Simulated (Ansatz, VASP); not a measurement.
**LiH: VASP beside Ansatz**

```
Li H
1.0
     0.00000    2.03250    2.19510
     2.03250    0.00000    2.19510
     2.03250    2.03250    0.00000
Li H
1 1
Direct
  0.00000 0.00000 0.00000
  0.50000 0.50000 0.50000
```

Change from the starting cell: strain +0.000 along x and y, +0.080 along z, atoms carried along.

Alike in both runs: task single point; functional PBEsol; k mesh 10 × 10 × 10; occupations gaussian, width 0.05 eV; no spin polarisation.

```csv
,VASP,Ansatz
version,VASP 6.6.1,Ansatz 0.2.0
potentials or method,"VASP PAW PBE potentials, release 64 (Li_sv, H)","scalar-relativistic, plane waves, PAW"
plane-wave cutoff (eV),520,420
valence electrons in the cell,4,4
```

Ansatz gave:

| Item | Value |
| --- | --- |
| gap on the k mesh at the Fermi level (eV) | 2.06 |
| least direct gap on the mesh (eV) | 2.65 |

Q: Which values does VASP return?

A: gap on the k mesh at the Fermi level (eV): 2.05; least direct gap on the mesh (eV): 2.64.

 A k mesh can miss the band edges.
